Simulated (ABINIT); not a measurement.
# ZrB2 (P6/mmm) in ABINIT: a series of runs

Aim: see how the results for ZrB2 move with the level of theory and the settings. Levels: PBEsol, PBE. Tasks: relaxation of cell and atoms, single point.

Everything below comes from runs of ABINIT 10.8.3 (patched build). Logs are shortened: lines on timing, memory, paths and dates and some standing lists are left out, and cuts for length are marked. The log counts tension as positive stress, the text compression.

## 1. The crystal as given

The structure is hexagonal, space group P6/mmm (No. 191). Conventional cell: a = 3.170 Å, b = 3.170 Å, c = 3.533 Å, α = 90.00°, β = 90.00°, γ = 120.00°. Zr (site symmetry 6/mmm) has 12 B at 2.54 Å as nearest neighbours. B (site symmetry -6m2) is surrounded by 3 B at 1.83 Å.

## 2. Relaxation of cell and atoms, PBEsol

run.abi reads:

```
# Pseudopotentials
pp_dirpath "./"
pseudos "Zr.upf, B.upf"

# Structure
acell 3*1.0 Angstrom
rprim
     3.1700000000     0.0000000000     0.0000000000
    -1.5850000000     2.7453005300     0.0000000000
     0.0000000000     0.0000000000     3.5330000000
ntypat 2
znucl 40 5
natom 3
typat 1 2 2
chkprim 0
chksymtnons 0
tolsym 1.0e-6
xred
            0.0            0.0            0.0
            2/3            1/3            1/2
            1/3            2/3            1/2

# Plane-wave basis
ecut 38.0
ecutsm 0.5

# k points
kptopt 1
ngkpt 8 8 6
nshiftk 1
shiftk 0.0 0.0 0.0

# Exchange and correlation
ixc -116133

# Bands and occupations
nband 13
occopt 3
tsmear 0.00183747

# SCF cycle
nstep 80
tolvrs 1.0e-12

# Output
iomode 3
prteig 0
prtebands 0
prtwf 0
prtden 0

# Relaxation
ionmov 2
optcell 2
ntime 50
tolmxf 2.0e-5
dilatmx 1.08
```

Potentials or basis: PseudoDojo NC SR PBEsol v0.4.1 standard.

Command:

```
$ mpirun --bind-to none -np 4 abinit run.abi > log 2>&1
```

run.abo:

```text
.Version 10.8.3 of ABINIT
 Symmetries : space group P6/m m m (#191); Bravais hP (primitive hexag.)
================================================================================
 Values of the parameters that define the memory need of the present run
     intxc =       0    ionmov =       2      iscf =       7    lmnmax =       6
     lnmax =       6     mgfft =      45  mpssoang =       3    mqgrid =    3001
     natom =       3  nloc_mem =       1    nspden =       1   nspinor =       1
    nsppol =       1      nsym =      24    n1xccc =    2501    ntypat =       2
    occopt =       3   xclevel =       2
       mpw =        2944          nfft =       58320          nkpt =          40
================================================================================
================================================================================

--------------------------------------------------------------------------------
------------- Echo of variables that govern the present computation ------------
--------------------------------------------------------------------------------
 -outvars: echo values of preprocessed input variables --------
            acell      1.8897261259E+00  1.8897261259E+00  1.8897261259E+00 Bohr
              amu      9.12240000E+01  1.08110000E+01
          chkprim           0
      chksymtnons           0
          dilatmx      1.08000000E+00
             ecut      3.80000000E+01 Hartree
           ecutsm      5.00000000E-01 Hartree
           ionmov           2
              ixc     -116133
         kptrlatt        8    0    0      0    8    0      0    0    6
          kptrlen      4.00584144E+01
            natom           3
            nband          13
            ngfft          36      36      45
             nkpt          40
            nstep          80
             nsym          24
            ntime          50
           ntypat           2
           occopt           3
          optcell           2
           prtden           0
        prtebands           0
           prteig           0
            prtwf           0
            rprim      3.1700000000E+00  0.0000000000E+00  0.0000000000E+00
                      -1.5850000000E+00  2.7453005300E+00  0.0000000000E+00
                       0.0000000000E+00  0.0000000000E+00  3.5330000000E+00
          spgroup         191
           tolmxf      2.00000000E-05
           tolsym      1.00000000E-06
           tolvrs      1.00000000E-12
           tsmear      1.83747000E-03 Hartree
            typat      1  2  2
           xangst      0.0000000000E+00  0.0000000000E+00  0.0000000000E+00
                       1.5850000000E+00  9.1510017667E-01  1.7665000000E+00
                      -5.8656783134E-17  1.8302003533E+00  1.7665000000E+00
            xcart      0.0000000000E+00  0.0000000000E+00  0.0000000000E+00
                       2.9952159096E+00  1.7292887117E+00  3.3382012014E+00
                      -1.1084525555E-16  3.4585774233E+00  3.3382012014E+00
             xred      0.0000000000E+00  0.0000000000E+00  0.0000000000E+00
[... 573 lines left out ...]
       0.666666666667      0.333333333333      0.500000000000
       0.333333333333      0.666666666667      0.500000000000
 rms dE/dt=  8.1774E-30; max dE/dt=  1.2622E-29; dE/dt below (all hartree)
    1       0.000000000000      0.000000000000      0.000000000000
    2       0.000000000000     -0.000000000000      0.000000000000
    3       0.000000000000      0.000000000000      0.000000000000

 cartesian coordinates (angstrom) at end:
    1     -0.00000000000000    -0.00000000000000     0.00000000000000
    2      1.57854440295125     0.91137303597278     1.75352073031495
    3     -0.00000000000000     1.82274607194557     1.75352073031495

 cartesian forces (hartree/bohr) at end:
    1     -0.00000000000000    -0.00000000000000    -0.00000000000000
    2     -0.00000000000000     0.00000000000000    -0.00000000000000
    3     -0.00000000000000    -0.00000000000000    -0.00000000000000
 frms,max,avg= 1.5513651E-30 3.5286206E-30   0.000E+00  0.000E+00  0.000E+00 h/b

 cartesian forces (eV/Angstrom) at end:
    1     -0.00000000000000    -0.00000000000000    -0.00000000000000
    2     -0.00000000000000     0.00000000000000    -0.00000000000000
    3     -0.00000000000000    -0.00000000000000    -0.00000000000000
 frms,max,avg= 7.9774401E-29 1.8144897E-28   0.000E+00  0.000E+00  0.000E+00 e/A
 length scales=  5.966033198325  5.966033198330  6.627347872794 bohr
              =  3.157088805902  3.157088805905  3.507041460630 angstroms
 Fermi (or HOMO) energy (hartree) =   0.47088   Average Vxc (hartree)=  -0.47160
 Eigenvalues (hartree) for nkpt=  40  k points:
 kpt#   1, nband= 13, wtk=  0.00260, kpt=  0.0000  0.0000  0.0000 (reduced coord)
  -1.31563   -0.51581   -0.49431   -0.49431   -0.00430    0.36698    0.36698    0.36812
   0.38126    0.59251    0.59251    0.62341    0.62341
      occupation numbers for kpt#   1
   2.00000    2.00000    2.00000    2.00000    2.00000    2.00000    2.00000    2.00000
   2.00000    0.00000    0.00000    0.00000    0.00000
 prteigrs : prtvol=0 or 1, do not print more k-points.

--- !EnergyTerms
iteration_state     : {dtset: 1, itime: 5, icycle: 1, }
comment             : Components of total free energy in Hartree
kinetic             :  1.86038110947143E+01
hartree             :  6.12154634521651E+00
xc                  : -1.25140278817904E+01
Ewald energy        : -4.85473055421075E+01
psp_core            :  2.22838299913129E+00
local_psp           : -2.78379284409727E+01
non_local_psp       :  5.35624948631989E+00
internal            : -5.65892719394885E+01
'-kT*entropy'       : -8.72960156927309E-05
total_energy        : -5.65893592355042E+01
total_energy_eV     : -1.53987491156988E+03
band_energy         : -2.96878252612570E+00
...

 Cartesian components of stress tensor (hartree/bohr^3)
  sigma(1 1)= -1.65815878E-07  sigma(3 2)=  0.00000000E+00
  sigma(2 2)= -1.65815904E-07  sigma(3 1)=  0.00000000E+00
  sigma(3 3)= -9.14854298E-08  sigma(2 1)=  0.00000000E+00

-Cartesian components of stress tensor (GPa)         [Pressure=  4.1495E-03 GPa]
- sigma(1 1)= -4.87847154E-03  sigma(3 2)=  0.00000000E+00
- sigma(2 2)= -4.87847232E-03  sigma(3 1)=  0.00000000E+00
- sigma(3 3)= -2.69159427E-03  sigma(2 1)=  0.00000000E+00

== END DATASET(S) ==============================================================
================================================================================

 -outvars: echo values of variables after computation  --------
            acell      5.9660331983E+00  5.9660331983E+00  6.6273478728E+00 Bohr
           etotal     -5.6589359236E+01
            fcart     -0.0000000000E+00 -5.4286470338E-31 -0.0000000000E+00
                      -0.0000000000E+00  3.5286205719E-30 -0.0000000000E+00
                      -0.0000000000E+00 -2.9857558686E-30 -0.0000000000E+00
            rprim      1.0000000000E+00  0.0000000000E+00  0.0000000000E+00
                      -5.0000000000E-01  8.6602540378E-01  0.0000000000E+00
                       0.0000000000E+00  0.0000000000E+00  1.0000000000E+00
           strten     -1.6581587751E-07 -1.6581590397E-07 -9.1485429760E-08
                       0.0000000000E+00  0.0000000000E+00  0.0000000000E+00
           xangst     -6.3889071301E-31 -1.1024027969E-30  0.0000000000E+00
                       1.5785444030E+00  9.1137303597E-01  1.7535207303E+00
                      -5.8417878052E-17  1.8227460719E+00  1.7535207303E+00
             xred     -4.0396813108E-31 -4.0320218448E-31  0.0000000000E+00
                       6.6666666667E-01  3.3333333333E-01  5.0000000000E-01
                       3.3333333333E-01  6.6666666667E-01  5.0000000000E-01
 Calculation completed.
```

Run time: 48 s. Hardware: 4 MPI ranks of Arm Neoverse V1, shared host; peak memory 0.32 GiB.

What came out:

```
Free energy                            : -1539.8749 eV
Relaxed volume                         : 10.09 Å³/atom
Relaxed cell                           : a = 3.157 Å, b = 3.157 Å, c = 3.507 Å, α = 90.00°, β = 90.00°, γ = 120.00°
Space group after relaxing (to 0.05 Å) : P6/mmm (No. 191)
Energy gained by relaxing              : 1.9 meV/atom
Ionic steps                            : 5
Pressure after relaxing                : 0.0 GPa
Band gap on the k mesh                 : none (metal or under the smearing width)
```

Step by step:
```
step  energy change (eV)  largest force (eV/Å)  pressure (GPa)  volume (Å³)
   1              0.0000                0.0000           -3.72        30.75
   2             -0.0052                0.0000           -0.99        30.40
   3             -0.0057                0.0000            0.04        30.27
   4             -0.0057                0.0000            0.05        30.27
   5             -0.0057                0.0000            0.00        30.27
```

Final structure:
```cif
data_structure
_symmetry_space_group_name_H-M 'P 1'
_symmetry_Int_Tables_number 1
_cell_length_a 3.1571
_cell_length_b 3.1571
_cell_length_c 3.5070
_cell_angle_alpha 90.000
_cell_angle_beta 90.000
_cell_angle_gamma 120.000
_cell_volume 30.27
loop_
_atom_site_label
_atom_site_type_symbol
_atom_site_fract_x
_atom_site_fract_y
_atom_site_fract_z
_atom_site_occupancy
Zr1 Zr 0.00000 0.00000 0.00000 1
B1 B 0.66667 0.33333 0.50000 1
B2 B 0.33333 0.66667 0.50000 1
```

## 3. Single point, PBEsol (cell relaxed)

run.abi reads:

```
# Pseudopotentials
pp_dirpath "./"
pseudos "Zr.upf, B.upf"

# Structure
acell 3.15708881 3.1570888062 3.50704146 Angstrom
rprim
     1.0000000000     0.0000000000     0.0000000000
    -0.4999999990     0.8660254044     0.0000000000
     0.0000000000     0.0000000000     1.0000000000
ntypat 2
znucl 40 5
natom 3
typat 1 2 2
xred
     0.0000000000     0.0000000000     0.0000000000
     0.6666666700     0.3333333300     0.5000000000
     0.3333333300     0.6666666700     0.5000000000
chkprim 0
chksymtnons 0
tolsym 1.0e-6

# Plane-wave basis
ecut 38.0

# k points
kptopt 1
ngkpt 8 8 6
nshiftk 1
shiftk 0.0 0.0 0.0

# Exchange and correlation
ixc -116133

# Bands and occupations
nband 13
occopt 3
tsmear 0.05 eV

# SCF cycle
nstep 100
tolvrs 1.0e-10

# Output
iomode 3
prtwf 0
prtden 0
prteig 0
prtebands 0
enunit 1
```

Potentials or basis: PseudoDojo NC SR PBEsol v0.4.1 standard.

Command:

```
$ mpirun --bind-to none -np 4 abinit run.abi > log 2>&1
```

Wall time 9.7 s (4 MPI ranks of Arm Neoverse V1, shared host); peak memory 0.28 GiB.

It converged, with:

```yaml
Free_energy: -1539.8750 eV
Pressure: 0.0 GPa
Band_gap_on_the_k_mesh: none (metal or under the smearing width)
Valence_electrons_inside_the_program's_atomic_spheres: Zr 8.45; B 2.66
```

Levels at points of the mesh, in eV from the Fermi level:
| k point | band 7 | band 8 | band 9 | band 10 | band 11 | band 12 |
| --- | --- | --- | --- | --- | --- | --- |
| (0.00, 0.00, 0.00) | -2.83 | -2.80 | -2.44 | 3.31 | 3.31 | 4.15 |
| (0.50, 0.00, 0.00) | -4.09 | -3.21 | -2.91 | 2.16 | 2.19 | 4.91 |
| (0.00, 0.00, 0.50) | -1.10 | -1.10 | 0.14 | 0.14 | 0.63 | 0.63 |
| (0.50, 0.00, 0.50) | -4.83 | -4.35 | -2.11 | 3.70 | 4.03 | 5.27 |

## 4. Relaxation of cell and atoms, PBE

run.abi reads:

```
# Pseudopotentials
pp_dirpath "./"
pseudos "Zr.upf, B.upf"

# Structure
acell 3*1.0 Angstrom
rprim
     3.1700000000     0.0000000000     0.0000000000
    -1.5850000000     2.7453005300     0.0000000000
     0.0000000000     0.0000000000     3.5330000000
ntypat 2
znucl 40 5
natom 3
typat 1 2 2
chkprim 0
chksymtnons 0
tolsym 1.0e-6
xred
            0.0            0.0            0.0
            2/3            1/3            1/2
            1/3            2/3            1/2

# Plane-wave basis
ecut 38.0
ecutsm 0.5

# k points
kptopt 1
ngkpt 8 8 6
nshiftk 1
shiftk 0.0 0.0 0.0

# Exchange and correlation
ixc 11

# Bands and occupations
nband 13
occopt 3
tsmear 0.05 eV

# SCF cycle
nstep 80
tolvrs 1.0e-12

# Output
iomode 3
prteig 0
prtebands 0
prtwf 0
prtden 0

# Relaxation
ionmov 2
optcell 2
ntime 50
tolmxf 2.0e-5
dilatmx 1.08
```

Potentials or basis: PseudoDojo NC SR PBE v0.4.1 standard.

Command:

```
$ mpirun --bind-to none -np 4 abinit run.abi > log 2>&1
```

Run time: 35 s. Hardware: 4 MPI ranks of Intel Xeon 6975P-C (Granite Rapids), shared host; peak memory 0.32 GiB.

It converged, with:

- Free energy: -1540.5659 eV
- Relaxed volume: 10.28 Å³/atom
- Relaxed cell: a = 3.171 Å, b = 3.171 Å, c = 3.542 Å, α = 90.00°, β = 90.00°, γ = 120.00°
- Space group after relaxing (to 0.05 Å): P6/mmm (No. 191)
- Energy gained by relaxing: 0.1 meV/atom
- Ionic steps: 6
- Pressure after relaxing: 0.0 GPa
- Band gap on the k mesh: none (metal or under the smearing width)

Step by step:
| step | energy change (eV) | largest force (eV/Å) | pressure (GPa) | volume (Å³) |
| --- | --- | --- | --- | --- |
| 1 | 0.0000 | 0.0000 | 0.78 | 30.75 |
| 2 | -0.0003 | 0.0000 | 0.21 | 30.82 |
| 3 | -0.0003 | 0.0000 | -0.05 | 30.85 |
| 4 | -0.0003 | 0.0000 | -0.05 | 30.86 |
| 5 | -0.0004 | 0.0000 | -0.01 | 30.85 |
| 6 | -0.0004 | 0.0000 | 0.00 | 30.85 |

Final structure:
```xyz
3
Lattice="3.1712 0.0000 0.0000 -1.5856 2.7463 0.0000 0.0000 0.0000 3.5424" Properties=species:S:1:pos:R:3 pbc="T T T"
Zr    0.0000    0.0000    0.0000
B     1.5856    0.9154    1.7712
B     0.0000    1.8309    1.7712
```

## 5. Summary

```tsv
task	level	potentials or basis	cell	cell freedom (optcell)	optimiser (ionmov)	cutoff smearing ecutsm (Ha)	force stop (Ha/bohr)	gap on the mesh (eV)	pressure (GPa)	relaxed volume (Å³/atom)
relaxation of cell and atoms	PBEsol	PseudoDojo NC SR PBEsol v0.4.1 standard	relaxed	2	2	0.5	2e-05	none	0.0	10.09
single point	PBEsol	PseudoDojo NC SR PBEsol v0.4.1 standard	cell relaxed	-	-	-	-	none	0.0	-
relaxation of cell and atoms	PBE	PseudoDojo NC SR PBE v0.4.1 standard	relaxed	2	2	0.5	2e-05	none	0.0	10.28
```

Alike in all rows: no spin polarisation; k mesh 8 × 8 × 6; cutoff (eV) 1034; smearing fermi-dirac 0.05 eV.

Absolute energies hang on the potentials; compare differences alone.
